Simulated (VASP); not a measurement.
# Si (P6_3/mmc) in VASP: further runs, part 2 of 2

VASP 6.6.1. Earlier steps stand in the parts before.

### Step 4. Single point, PBE

This run uses another cell than the first one: it holds 12 atoms, not 4.

Input file INCAR:

```
PREC = Accurate
ENCUT = 520
EDIFF = 1E-7
ISMEAR = 0
SIGMA = 0.1
LREAL = False
LASPH = True
NELM = 100
ALGO = Fast
ISIF = 2
LWAVE = False
LCHARG = False
GGA = PE
NBANDS = 36
```

Input file KPOINTS:

```
regular mesh
0
Gamma
  6 6 2
```

Input file POSCAR:

```
Si
1.0
    1.9144324750     -5.3526803600      0.0000000000
    1.9144324750      5.3526803600      0.0000000000
    0.0000000000      0.0000000000     12.6727301900
Si
12
Direct
    0.7572661800      0.2427338200      0.9451065600
    0.2427338200      0.7572661800      0.0548934400
    0.7572661800      0.2427338200      0.5548934400
    0.2427338200      0.7572661800      0.4451065600
    0.4286850600      0.5713149400      0.1572709100
    0.5713149400      0.4286850600      0.8427290900
    0.4286850600      0.5713149400      0.3427290900
    0.5713149400      0.4286850600      0.6572709100
    0.9712705900      0.0287294100      0.9093701000
    0.0287294100      0.9712705900      0.0906299000
    0.9712705900      0.0287294100      0.5906299000
    0.0287294100      0.9712705900      0.4093701000
```

On the command line:

```console
$ cat potpaw_PBE.64/Si/POTCAR > POTCAR
$ mpirun -np 1 vasp_std > vasp.out
```

It took 8.5 min on 1 thread of AMD EPYC 7R13 (Zen 3), shared host; peak memory 0.46 GiB.

The run converged. Its results:

| Item | Value |
| --- | --- |
| Free energy | -63.9734 eV |
| Pressure | 1.3 GPa |
| Largest force | 0.029 eV/Å |
| Band gap on the k mesh | 0.51 eV, indirect (least direct gap 0.57 eV) |

Forces on the atoms (eV/Å):
```
Si   0.000  0.026 -0.011
Si   0.000 -0.026  0.011
Si   0.000  0.026  0.011
Si   0.000 -0.026 -0.011
Si   0.000  0.006 -0.001
Si   0.000 -0.006  0.001
Si   0.000  0.006  0.001
Si   0.000 -0.006 -0.001
Si   0.000 -0.012 -0.024
Si   0.000  0.012  0.024
Si   0.000 -0.012  0.024
Si   0.000  0.012 -0.024
```

Stress tensor (GPa, compression positive):
```
1.44 0.00 0.00
0.00 1.22 0.00
0.00 0.00 1.20
```

Levels at points of the mesh, in eV from the valence-band top:
| k point | band 20 | band 21 | band 22 | band 23 | band 24 | band 25 | band 26 | band 27 | band 28 | band 29 |
| --- | --- | --- | --- | --- | --- | --- | --- | --- | --- | --- |
| (0.00, 0.00, 0.00) | -1.56 | -1.29 | -0.99 | -0.55 | -0.47 | 0.68 | 1.25 | 1.32 | 1.38 | 1.82 |
| (0.50, 0.00, 0.00) | -2.47 | -2.17 | -2.03 | -2.00 | -1.23 | 1.25 | 1.34 | 1.42 | 1.68 | 2.01 |
| (0.50, 0.50, 0.00) | -1.21 | -1.08 | -0.77 | -0.41 | 0.00 | 0.57 | 0.71 | 1.57 | 1.81 | 1.91 |
| (0.00, 0.00, 0.50) | -1.66 | -1.07 | -1.07 | -0.90 | -0.90 | 1.07 | 1.07 | 1.47 | 1.47 | 2.12 |
| (0.50, 0.00, 0.50) | -2.71 | -1.99 | -1.99 | -1.64 | -1.64 | 1.43 | 1.43 | 1.89 | 1.89 | 2.12 |
| (0.50, 0.50, 0.50) | -1.29 | -1.11 | -1.11 | -0.12 | -0.12 | 0.52 | 0.52 | 1.70 | 1.70 | 2.00 |

### Step 5. Single point, PBE (omega type (P6/mmm, No. 191); cell x2)

Input file INCAR:

```
  PREC = Accurate
  ENCUT = 520
  EDIFF = 1E-6
  ISMEAR = 0
  SIGMA = 0.1
  LREAL = F
  LASPH = T
  NELM = 100
  ALGO = Fast
  ISIF = 2
  LWAVE = F
  LCHARG = T
  GGA = PE
  LELF = T
  LVHAR = T
  NBANDS = 21
```

Input file KPOINTS:

```
Automatic mesh
0
Gamma
  10 6 4
```

Input file POSCAR:

```
Si
1.0
    0.0000000000      0.0000000000     -2.5930156821
    2.2192317277     -3.8438221062      0.0000000000
   -6.6576951832     -3.8438221062      0.0000000000
Si
6
Direct
    0.0000000000      0.5000000000      0.5000000000
    0.0000000000      1.0000000000      1.0000000000
    0.5000000000      0.5000000000      0.8333333333
    0.5000000000      0.0000000000      0.3333333333
    0.5000000000      0.0000000000      0.6666666667
    0.5000000000      0.5000000000      0.1666666667
```

Potentials or basis: VASP PAW PBE potentials, release 64 (Si).

On the command line:

```console
$ cat potpaw_PBE.64/Si/POTCAR > POTCAR
$ mpirun -np 1 vasp_std > vasp.out
```

OUTCAR:

```text
PREC = Accurate
   ENCUT = 520
   EDIFF = 1E-6
   ISMEAR = 0
   LREAL = F
   LASPH = T
   NELM = 100
   ISIF = 2
   GGA = PE

 ion  position               nearest neighbor table
   1  0.000  0.500  0.500-   3 2.87   6 2.87   3 2.87   6 2.87   4 2.87   4 2.87   5 2.87   5 2.87
                             5 2.87   4 2.87   4 2.87   5 2.87
   2  0.000  0.000  0.000-   4 2.87   5 2.87   4 2.87   5 2.87   3 2.87   3 2.87   6 2.87   6 2.87
                             3 2.87   6 2.87   3 2.87   6 2.87
   3  0.500  0.500  0.833-   5 2.56   5 2.56   6 2.56   1 2.87   1 2.87   2 2.87   2 2.87   2 2.87
                             2 2.87
   4  0.500  0.000  0.333-   6 2.56   6 2.56   5 2.56   2 2.87   2 2.87   1 2.87   1 2.87   1 2.87
                             1 2.87
   5  0.500  0.000  0.667-   3 2.56   3 2.56   4 2.56   2 2.87   2 2.87   1 2.87   1 2.87   1 2.87
                             1 2.87
   6  0.500  0.500  0.167-   4 2.56   4 2.56   3 2.56   1 2.87   1 2.87   2 2.87   2 2.87   2 2.87
                             2 2.87

  LATTYP: Found a simple orthorhombic cell.
 ALAT       =     2.5930156821
 B/A-ratio  =     1.7116994263
 C/A-ratio  =     2.9647503737

  Lattice vectors:

 A1 = (   0.0000000000,   0.0000000000,  -2.5930156821)
 A2 = (   2.2192317277,  -3.8438221062,   0.0000000000)
[... 210 lines left out ...]
 k-point     1 :       0.0000    0.0000    0.0000
  band No.  band energies     occupation
      1      -4.3684      2.00000
      2      -1.9592      2.00000
      3      -1.8944      2.00000
      4       2.5687      2.00000
      5       3.2010      2.00000
      6       4.5813      2.00000
[... 565 lines left out ...]
     20      13.1066      0.00000
     21      16.1427      0.00000

 [... further k-points ...]

------------------------ aborting loop because EDIFF is reached ----------------------------------------

  FORCE on cell =-STRESS in cart. coord.  units (eV):
  Direction    XX          YY          ZZ          XY          YZ          ZX
  --------------------------------------------------------------------------------------
  -------------------------------------------------------------------------------------
  Total        0.0789697      0.3065160     -0.5827193     -0.1970609     -0.0000000      0.0000000
  in kB        1.4300132      5.5505067    -10.5521008     -3.5684521     -0.0000000      0.0000000
  external PRESSURE =      -1.1905270 kB  Pullay stress =       0.0000000 kB

 VOLUME and BASIS-vectors are now :
 -----------------------------------------------------------------------------
  energy-cutoff  :      520.00
  volume of cell :       88.48
      direct lattice vectors                 reciprocal lattice vectors
     0.000000000  0.000000000 -2.593015682     0.000000000  0.000000000 -0.385651351
     2.219231728 -3.843822106  0.000000000     0.112651598 -0.195118291  0.000000000
    -6.657695183 -3.843822106  0.000000000    -0.112651598 -0.065039430  0.000000000

 POSITION                                       TOTAL-FORCE (eV/Angst)
 -----------------------------------------------------------------------------------
     -2.21923     -3.84382      0.00000         0.000000      0.000000      0.000000
      0.00000      0.00000      0.00000        -0.000000      0.000000      0.000000
     -4.43846     -5.12510     -1.29651        -0.010134     -0.005851     -0.000000
     -2.21923     -1.28127     -1.29651        -0.010134     -0.005851      0.000000
     -4.43846     -2.56255     -1.29651         0.010134      0.005851     -0.000000
     -0.00000     -2.56255     -1.29651         0.010134      0.005851      0.000000
 -----------------------------------------------------------------------------------
    total drift:                                0.000000      0.000000     -0.000000

  FREE ENERGIE OF THE ION-ELECTRON SYSTEM (eV)
  ---------------------------------------------------
  free  energy   TOTEN  =       -29.5354238486 eV

  energy  without entropy=      -29.5176381942  energy(sigma->0) =      -29.52653102
```

stdout:

```text
POSCAR found type information on POSCAR Si
 POSCAR found :  1 types and       6 ions
 scaLAPACK will be used
 LDA part: xc-table for (Slater+PW92), standard interpolation
 POSCAR, INCAR and KPOINTS ok, starting setup
 FFT: planning ... GRIDC
 FFT: planning ... GRID_SOFT
 FFT: planning ... GRID
 WAVECAR not read
 entering main loop
```

It took 43 s on 1 thread of Intel Xeon 6975P-C (Granite Rapids), shared host; peak memory 0.24 GiB.

Results:

```
Free energy            : -29.5354 eV
Pressure               : -0.1 GPa
Largest force          : 0.012 eV/Å
Band gap on the k mesh : none (metal or under the smearing width)
```

Forces in eV/Å, atoms in the order of the input:
```
Si   0.000  0.000  0.000
Si   0.000  0.000  0.000
Si  -0.010 -0.006  0.000
Si  -0.010 -0.006  0.000
Si   0.010  0.006  0.000
Si   0.010  0.006  0.000
```

Stress tensor (GPa, compression positive):
```
 0.14 -0.36  0.00
-0.36  0.56  0.00
 0.00  0.00 -1.06
```

### Step 6. Single point, PBE

This run uses another cell than the first one: it holds 3 atoms, not 4.

Input file INCAR:

```
SYSTEM = Si
PREC = Accurate
ENCUT = 520
EDIFF = 1E-6
ISMEAR = 0
SIGMA = 0.1
LREAL = .FALSE.
LASPH = .TRUE.
NELM = 100
ALGO = Normal
ISIF = 2
LWAVE = .FALSE.
LCHARG = .TRUE.
GGA = PE
LELF = .TRUE.
LVHAR = .TRUE.
NBANDS = 13
```

Input file KPOINTS:

```
regular mesh
0
G
  12 12 18
  0 0 0
```

Input file POSCAR:

```
Si
1.0
    4.4384634555      0.0000000000      0.0000000000
   -2.2192317277      3.8438221062      0.0000000000
    0.0000000000      0.0000000000      2.5930156821
Si
3
Direct
    0.0000000000      0.0000000000      0.0000000000
    0.3333333333      0.6666666667      0.5000000000
    0.6666666667      0.3333333333      0.5000000000
```

Potentials or basis: VASP PAW PBE potentials, release 64 (Si).

On the command line:

```console
$ cat potpaw_PBE.64/Si/POTCAR > POTCAR
$ mpirun -np 1 vasp_std > vasp.out
```

Wall time 25 s (1 thread of Intel Xeon 6975P-C (Granite Rapids), shared host); peak memory 0.21 GiB.

The run converged. Its results:

- Free energy: -14.7739 eV
- Pressure: 0.0 GPa
- Band gap on the k mesh: none (metal or under the smearing width)

Levels at points of the mesh, in eV from the Fermi level:
| k point | band 3 | band 4 | band 5 | band 6 | band 7 | band 8 | band 9 | band 10 |
| --- | --- | --- | --- | --- | --- | --- | --- | --- |
| (0.00, 0.00, 0.00) | -5.05 | -4.36 | -4.36 | -4.26 | -4.26 | 5.61 | 7.16 | 10.78 |
| (0.50, 0.00, 0.00) | -7.27 | -6.64 | 1.84 | 2.03 | 2.41 | 2.76 | 5.57 | 7.42 |
| (0.00, 0.00, 0.50) | -0.72 | -0.72 | -0.72 | -0.62 | 0.23 | 0.81 | 0.81 | 0.91 |
| (0.50, 0.00, 0.50) | -6.13 | -5.95 | -2.32 | -2.25 | -2.00 | -0.73 | 5.64 | 5.70 |

### Step 7. Overview

| task | cell | k mesh | cutoff (eV) | gap on the mesh (eV) | pressure (GPa) | largest force (eV/Å) |
| --- | --- | --- | --- | --- | --- | --- |
| single point | P6_3/mmc, 16.34 Å³/atom | 6 × 6 × 4 | 520 | none | 0.0 | - |
| relaxation of cell and atoms | relaxed | 6 × 6 × 4 | 600 | none | 0.2 | - |
| single point | Cmcm, 21.64 Å³/atom | 6 × 6 × 2 | 520 | 0.51 | 1.3 | 0.03 |
| single point | omega type (P6/mmm, No. 191); cell x2 | 10 × 6 × 4 | 520 | none | -0.1 | 0.01 |
| single point | P6/mmm, 14.75 Å³/atom | 12 × 12 × 18 | 520 | none | 0.0 | - |

Alike in all rows: level PBE; potentials or basis VASP PAW PBE potentials, release 64 (Si); no spin polarisation; smearing gaussian 0.1 eV.

On the cell as given the gap runs from zero (PBE) to 0.51 eV (PBE); the meshes differ, which moves gaps too.

Total energies depend on the potentials used, so only differences within one code and one set of settings carry meaning.
